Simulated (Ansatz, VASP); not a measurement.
# C: VASP beside Ansatz

File INCAR:

```
PREC     = Accurate       # precision mode
ENCUT    = 520            # plane-wave cutoff, eV
EDIFF    = 1E-6           # SCF threshold, eV
ISMEAR   = 0              # smearing method
SIGMA    = 0.05           # smearing width, eV
LREAL    = False          # projectors in reciprocal space
LASPH    = True           # aspherical terms in the spheres
NELM     = 80             # most SCF steps
ALGO     = Normal         # electronic algorithm
ISIF     = 2              # what is computed and relaxed
LWAVE    = False          # write WAVECAR
LCHARG   = False          # write CHGCAR
GGA      = PS             # functional
NBANDS   = 11             # bands
```

Contents of KPOINTS:

```
Automatic mesh
0
Gamma
  14 14 14
```

File POSCAR:

```
C
1.0
    0.0000000000      2.1561406074      3.2581139650
    1.2448240084      0.0000000000      3.2581139650
    1.2448240084      2.1561406074      0.0000000000
C
2
Direct
    0.1666700000      0.8333300000      0.1666700000
    0.8333300000      0.1666700000      0.8333300000
```

Input for Ansatz:

```yaml
crystal:
  lattice:
    - [0.0, 2.1561406074, 3.258113965]
    - [1.2448240084, 0.0, 3.258113965]
    - [1.2448240084, 2.1561406074, 0.0]
  atoms:
    - { symbol: C, position: [0.16667, 0.83333, 0.16667] }
    - { symbol: C, position: [0.83333, 0.16667, 0.83333] }
basis:
  ecutwfc: 420
kpoints:
  mp_grid: { grid: [14, 14, 14] }
hamiltonian:
  xc: pbesol
scf:
  occupations: { method: gaussian, width: 0.05 }
output:
  forces: true
  stress: true
  eigenvalues: true
```

Alike in both runs: task single point; functional PBEsol; k mesh 14 × 14 × 14; occupations gaussian, width 0.05 eV; no spin polarisation.

|  | VASP | Ansatz |
| --- | --- | --- |
| version | VASP 6.6.1 | Ansatz 0.2.0 |
| potentials or method | VASP PAW PBE potentials, release 64 (C) | scalar-relativistic, plane waves, PAW |
| plane-wave cutoff (eV) | 520 | 420 |
| valence electrons in the cell | 8 | 8 |

|  | VASP | Ansatz | Ansatz less VASP |
| --- | --- | --- | --- |
| gap on the k mesh at the Fermi level (eV) | 0.15 | 0.15 | +0.001 |
| least direct gap on the mesh (eV) | 0.20 | 0.21 | +0.001 |
| pressure (GPa) | -8.8 | -9.4 | -0.66 |
| largest component of the traceless stress (GPa) | 11.74 | 12.46 | +0.719 |
| rms of the force components (eV/Å) | 0.023 | 0.023 | 0.0000 |

Atom by atom the forces differ by 0.000 eV/Å (rms over components).

Caveats: the PAW data sets were made with another functional, which shifts forces and pressure a little (VASP).
